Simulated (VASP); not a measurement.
## SrO (database structure): a PBE single-point calculation in VASP

INCAR

```
NBANDS = 24
NELM = 120
LCHARG = .FALSE.
GGA = PE
NSW = 0
SIGMA = 0.02
PREC = Accurate
ISIF = 2
ENCUT = 520
LASPH = .TRUE.
LWAVE = .FALSE.
EDIFF = 1E-7
LREAL = .FALSE.
ISMEAR = -1
IBRION = -1
```

KPOINTS

```
KPOINTS created by Atomic Simulation Environment
0
Gamma
12 12 4
0 0 0
```

KPOINTS_OPT

```
special points
7
Reciprocal
0.0000000000 0.0000000000 0.0000000000 1
0.5000000000 0.0000000000 0.0000000000 1
0.3333333333 0.3333333333 0.0000000000 1
0.0000000000 0.0000000000 0.5000000000 1
0.5000000000 0.0000000000 0.5000000000 1
0.3333333333 0.3333333333 0.5000000000 1
0.0000000000 0.5000000000 0.0000000000 1
```

POSCAR

```
Sr O
 1.0000000000000000
     3.5471277480423162    0.0000000000286281    0.0000000000000000
    -1.7735638740459507    3.0719027402590191    0.0000000000000000
     0.0000000000000000    0.0000000000000000    6.2083420350356864
 Sr  O
   2   2
Cartesian
 -0.0000000000165285  2.0479351601822224  1.5520855087589212
  1.7735638740128943  1.0239675801054251  4.6562565262767626
 -0.0000000000000000 -0.0000000000000000  0.0000000000000000
 -0.0000000000000000 -0.0000000000000000  3.1041710175178423
```

VASP ran with the recommended PBE PAW datasets (32 valence electrons in the cell).

Command

```
mpirun -np 1 vasp_std
```

OSZICAR

```
N       E                     dE             d eps       ncg     rms          rms(c)
DAV:   1     0.170392892401E+03    0.17039E+03   -0.16141E+04  2736   0.127E+03
DAV:   2    -0.182116344571E+02   -0.18860E+03   -0.17697E+03  3872   0.284E+02
DAV:   3    -0.281548373663E+02   -0.99432E+01   -0.98771E+01  4200   0.576E+01
DAV:   4    -0.283925692788E+02   -0.23773E+00   -0.23763E+00  3736   0.704E+00
DAV:   5    -0.283941043018E+02   -0.15350E-02   -0.15350E-02  3744   0.679E-01    0.230E+01
DAV:   6    -0.239261467836E+02    0.44680E+01   -0.19471E+01  2968   0.246E+01    0.273E+01
DAV:   7    -0.238064991277E+02    0.11965E+00   -0.15214E+00  3992   0.661E+00    0.181E+01
DAV:   8    -0.237458816785E+02    0.60617E-01   -0.62982E-01  2816   0.522E+00    0.208E+00
DAV:   9    -0.237298077963E+02    0.16074E-01   -0.74565E-02  3960   0.185E+00    0.497E-01
DAV:  10    -0.237322476614E+02   -0.24399E-02   -0.78488E-03  3416   0.504E-01    0.207E-01
DAV:  11    -0.237327696978E+02   -0.52204E-03   -0.15934E-03  3128   0.226E-01    0.389E-02
DAV:  12    -0.237328557693E+02   -0.86071E-04   -0.19062E-04  3776   0.746E-02    0.502E-02
DAV:  13    -0.237328520290E+02    0.37402E-05   -0.22939E-05  3152   0.337E-02    0.915E-03
DAV:  14    -0.237328527325E+02   -0.70344E-06   -0.29547E-06  3736   0.977E-03    0.346E-03
DAV:  15    -0.237328524081E+02    0.32440E-06   -0.39202E-07  2840   0.407E-03    0.962E-04
DAV:  16    -0.237328523125E+02    0.95535E-07   -0.40736E-08  2184   0.140E-03
   1 F= -.23732852E+02 E0= -.23732852E+02  d E =-.975948E-12
       N       E                     dE             ncg
DAV:   1     0.194516726184E+04   -0.70757E+04      336
DAV:   2     0.677393539277E+03   -0.12678E+04      448
DAV:   3     0.599763716023E+03   -0.77630E+02      552
DAV:   4     0.597587609417E+03   -0.21761E+01      440
DAV:   5     0.597566379687E+03   -0.21230E-01      504
DAV:   6     0.597566163490E+03   -0.21620E-03      424
DAV:   7     0.597566160571E+03   -0.29192E-05      512
DAV:   8     0.597566160545E+03   -0.25967E-07      320
```

From OUTCAR

```
k-points           NKPTS =     57   k-points in BZ     NKDIM =     57   number of bands    NBANDS=     24

   NELECT =      32.0000    total number of electrons

   dimension x,y,z NGX =    28 NGY =   28 NGZ =   48
   dimension x,y,z NGXF=    56 NGYF=   56 NGZF=   96

  energy-cutoff  :      520.00
  volume of cell :       67.65
      direct lattice vectors                 reciprocal lattice vectors
     3.547127748  0.000000000  0.000000000     0.281918237  0.162765570  0.000000000
    -1.773563874  3.071902740  0.000000000    -0.000000000  0.325531140  0.000000000
     0.000000000  0.000000000  6.208342035     0.000000000  0.000000000  0.161073600

 k-points in reciprocal lattice and weights: KPOINTS created by Atomic Simulation Env
   0.00000000  0.00000000  0.00000000       0.002
   0.08333333  0.00000000  0.00000000       0.010
   0.16666667  0.00000000  0.00000000       0.010
   0.25000000  0.00000000  0.00000000       0.010
   0.33333333  0.00000000  0.00000000       0.010
   0.41666667  0.00000000  0.00000000       0.010
   0.50000000  0.00000000  0.00000000       0.005
   0.08333333  0.08333333  0.00000000       0.010
   ...

 E-fermi :   2.6674

 k-point     1 :       0.0000    0.0000    0.0000
  band No.  band energies     occupation
      1     -30.7399      2.00000
      2     -30.6300      2.00000
      3     -14.8842      2.00000
      4     -13.3297      2.00000
      5     -12.4077      2.00000
      6     -12.4077      2.00000
      7     -12.3750      2.00000
      8     -12.3545      2.00000
      9     -12.3545      2.00000
     10     -10.8851      2.00000
     11      -0.5037      2.00000
     12       1.1974      2.00000
     13       1.1974      2.00000
     14       1.4478      2.00000
     15       1.4478      2.00000
     16       2.2323      2.00000
     17       5.3418      0.00000
     18       7.2670      0.00000
     19       7.3581      0.00000
     20       8.4123      0.00000
     21       8.4123      0.00000
     22       9.6013      0.00000
     23       9.6013      0.00000
     24      10.4772      0.00000

 k-point     2 :       0.0833    0.0000    0.0000
  band No.  band energies     occupation
      1     -30.7306      2.00000
      2     -30.6242      2.00000
      3     -14.8299      2.00000
      4     -13.5083      2.00000
      5     -12.4750      2.00000
      6     -12.4344      2.00000
      7     -12.3754      2.00000
      8     -12.3577      2.00000
      9     -12.2055      2.00000
     10     -10.9529      2.00000
     11      -0.4055      2.00000
     12       1.0384      2.00000
     13       1.2348      2.00000
     14       1.3972      2.00000
     15       1.4164      2.00000
     16       2.1874      2.00000
     17       5.6606      0.00000
     18       6.8156      0.00000
     19       7.5060      0.00000
     20       8.5867      0.00000
     21       8.9758      0.00000
     22       9.6736      0.00000
     23       9.7207      0.00000
     24      10.2968      0.00000

 k-point     3 :       0.1667    0.0000    0.0000
  band No.  band energies     occupation
      1     -30.7047      2.00000
      2     -30.6087      2.00000
      3     -14.6698      2.00000
      4     -13.8642      2.00000
      5     -12.6461      2.00000
      6     -12.4959      2.00000
      7     -12.3799      2.00000
      8     -12.3771      2.00000
      9     -11.9397      2.00000
     10     -11.1458      2.00000
     11      -0.1742      2.00000
     12       0.7206      2.00000
     13       1.2643      2.00000
     14       1.3087      2.00000
     15       1.3339      2.00000
     16       2.0979      2.00000
     17       6.1772      0.00000
     18       6.4782      0.00000
     19       7.9226      0.00000
     20       9.0993      0.00000
     21       9.7357      0.00000
     22       9.8398      0.00000
     23       9.9750      0.00000
     24      10.0488      0.00000

 k-point     4 :       0.2500    0.0000    0.0000
  band No.  band energies     occupation
      1     -30.6681      2.00000
      2     -30.5881      2.00000
      3     -14.4141      2.00000
      4     -14.2296      2.00000
      5     -12.8685      2.00000
      6     -12.5703      2.00000
      7     -12.4117      2.00000
      8     -12.4011      2.00000
      9     -11.6999      2.00000
     10     -11.4311      2.00000
     11      -0.0358      2.00000
     12       0.5557      2.00000
     13       1.0941      2.00000
     14       1.1281      2.00000
     15       1.4626      2.00000
     16       2.0319      2.00000
     17       5.7851      0.00000
     18       7.2819      0.00000
     19       8.5435      0.00000
     20       9.2322      0.00000
     21       9.7509      0.00000
     22       9.9156      0.00000
     23      10.3194      0.00000
     24      10.5064      0.00000

 k-point     5 :       0.3333    0.0000    0.0000
  band No.  band energies     occupation
      1     -30.6295      2.00000
      2     -30.5691      2.00000
      3     -14.5325      2.00000
      4     -14.0834      2.00000
      5     -13.0801      2.00000
      6     -12.6394      2.00000
      7     -12.4749      2.00000
      8     -12.4497      2.00000
      9     -11.7389      2.00000
     10     -11.5253      2.00000
     11      -0.1530      2.00000
     12       0.6833      2.00000
     13       0.9350      2.00000
     14       0.9353      2.00000
     15       1.5831      2.00000
     16       1.9996      2.00000
     17       5.5284      0.00000
     18       7.7198      0.00000
     19       8.7004      0.00000
     20       9.3513      0.00000
     21      10.1503      0.00000
     22      10.6699      0.00000
     23      10.9588      0.00000
     24      11.0020      0.00000

 k-point     6 :       0.4167    0.0000    0.0000
  band No.  band energies     occupation
      1     -30.5984      2.00000
      2     -30.5576      2.00000
      3     -14.7308      2.00000
      4     -13.7240      2.00000
      5     -13.2290      2.00000
      6     -12.6878      2.00000
      7     -12.6618      2.00000
      8     -12.4786      2.00000
      9     -11.9488      2.00000
     10     -11.4223      2.00000
     11      -0.2799      2.00000
     12       0.7962      2.00000
     13       0.8226      2.00000
     14       0.8246      2.00000
     15       1.6661      2.00000
     16       1.9857      2.00000
     17       5.3610      0.00000
     18       7.8842      0.00000
     19       8.3393      0.00000
     20      10.1034      0.00000
     21      10.7712      0.00000
     22      10.9790      0.00000
     23      11.4586      0.00000
     24      12.0357      0.00000

 k-point     7 :       0.5000    0.0000    0.0000
  band No.  band energies     occupation
      1     -30.5855      2.00000
      2     -30.5549      2.00000
      3     -14.7997      2.00000
      4     -13.5101      2.00000
      5     -13.2823      2.00000
      6     -12.8289      2.00000
      7     -12.7052      2.00000
      8     -12.4893      2.00000
      9     -12.0095      2.00000
     10     -11.3886      2.00000
     11      -0.3255      2.00000
     12       0.7464      2.00000
     13       0.7854      2.00000
     14       0.8728      2.00000
     15       1.6954      2.00000
     16       1.9816      2.00000
     17       5.2948      0.00000
     18       7.9475      0.00000
     19       8.2121      0.00000
     20      10.4233      0.00000
     21      11.0076      0.00000
     22      11.1063      0.00000
     23      11.8017      0.00000
     24      11.8954      0.00000

 k-point     8 :       0.0833    0.0833    0.0000
  band No.  band energies     occupation
      1     -30.7130      2.00000
      2     -30.6136      2.00000
      3     -14.7226      2.00000
      4     -13.7621      2.00000
      5     -12.6062      2.00000
      6     -12.4503      2.00000
      7     -12.3884      2.00000
      8     -12.3776      2.00000
      9     -12.0084      2.00000
     10     -11.0835      2.00000
     11      -0.2355      2.00000
     12       0.8009      2.00000
     13       1.2884      2.00000
     14       1.3020      2.00000
     15       1.3652      2.00000
     16       2.1188      2.00000
     17       6.1976      0.00000
     18       6.3810      0.00000
     19       7.7604      0.00000
     20       8.9613      0.00000
     21       9.6205      0.00000
     22       9.8043      0.00000
     23       9.9187      0.00000
     24      10.0140      0.00000

 ...

  Total        1.0685486      1.0685486      0.9760247      0.0000000      0.0000000      0.0000000
  in kB       25.3072494     25.3072494     23.1159352      0.0000000      0.0000000      0.0000000
  external PRESSURE =      24.5768113 kB  Pullay stress =       0.0000000 kB

 POSITION                                       TOTAL-FORCE (eV/Angst)
 -----------------------------------------------------------------------------------
     -0.00000      2.04794      1.55209        -0.000000      0.000000     -0.000000
      1.77356      1.02397      4.65626         0.000000     -0.000000      0.000000
      0.00000      0.00000      0.00000        -0.000000      0.000000      0.000000
      0.00000      0.00000      3.10417        -0.000000      0.000000      0.000000
 -----------------------------------------------------------------------------------
    total drift:                                0.000000     -0.000000      0.000000

  FREE ENERGIE OF THE ION-ELECTRON SYSTEM (eV)
  ---------------------------------------------------
  free  energy   TOTEN  =       -23.7328523125 eV

  energy  without entropy=      -23.7328523125  energy(sigma->0) =      -23.73285231
```

The gap between bands v and c is 3.06 eV. The least direct gap is 3.11 eV and the pressure is 2.5 GPa.

Band v is the last that the valence electrons fill when counted band by band, and c is the next.

The run took about 100 s on one core of a shared host (Intel Xeon Platinum 8488C) and held 0.26 GiB at most.
